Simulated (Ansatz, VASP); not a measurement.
# Rh in VASP and in Ansatz

The input INCAR:

```
SYSTEM = Rh
PREC     = Accurate       ! precision mode
ENCUT    = 520            ! plane-wave cutoff, eV
EDIFF    = 1E-6           ! SCF threshold, eV
ISMEAR   = 0              ! smearing method
SIGMA    = 0.1            ! smearing width, eV
LREAL    = .False.        ! projectors in reciprocal space
LASPH    = .True.         ! aspherical terms in the spheres
NELM     = 60             ! most SCF steps
ALGO     = Normal         ! electronic algorithm
ISIF     = 2              ! what is computed and relaxed
LWAVE    = .False.        ! write WAVECAR
LCHARG   = .False.        ! write CHGCAR
GGA      = PE             ! functional
NBANDS   = 22             ! bands
```

Contents of KPOINTS:

```
Automatic mesh
0
Gamma
  15 15 8
  0 0 0
```

Contents of POSCAR:

```
Rh
1.0
    3.0343716440      0.0000000000      0.0000000000
   -1.5171858220      2.6278429283      0.0000000000
    0.0000000000      0.0000000000      4.9606312960
Rh
2
Direct
    0.3333333333      0.6666666667      0.2500000000
    0.6666666667      0.3333333333      0.7500000000
```

Input for Ansatz:

```yaml
crystal:
  lattice:
    - [3.034371644, 0.0, 0.0]
    - [-1.517185822, 2.6278429283, 0.0]
    - [0.0, 0.0, 4.960631296]
  atoms:
    - { symbol: Rh, position: [0.3333333333, 0.6666666667, 0.25] }
    - { symbol: Rh, position: [0.6666666667, 0.3333333333, 0.75] }
basis:
  ecutwfc: 420
kpoints:
  mp_grid: { grid: [15, 15, 8] }
hamiltonian:
  xc: pbe
scf:
  occupations: { method: gaussian, width: 0.1 }
output:
  forces: true
  stress: true
  eigenvalues: true
```

Alike in both runs: task single point; functional PBE; k mesh 15 × 15 × 8; occupations gaussian, width 0.1 eV; no spin polarisation.

|  | VASP | Ansatz |
| --- | --- | --- |
| version | VASP 6.6.1 | Ansatz 0.2.0 |
| potentials or method | VASP PAW PBE potentials, release 64 (Rh_pv) | scalar-relativistic, plane waves, PAW |
| plane-wave cutoff (eV) | 520 | 420 |
| valence electrons in the cell | 30 | 34 |

Ansatz gave:

* gap on the k mesh at the Fermi level (eV): none
* pressure (GPa): -34.9
* largest component of the traceless stress (GPa): 1.03

Problem. What did VASP give for the same quantities?

Solution. gap on the k mesh at the Fermi level (eV): none; pressure (GPa): -34.9; largest component of the traceless stress (GPa): 1.02.

A gap of «none» marks a metal or a gap that the smearing closes. The functional is the same, so the differences come from potentials, cutoffs and numerics. The two sets of potentials don't hold the same shells in valence.

Caveats: the cell as given lies far from equilibrium; so large a pressure means that the cell lies far from this level's equilibrium, or that cutoff or potentials fall short (VASP).
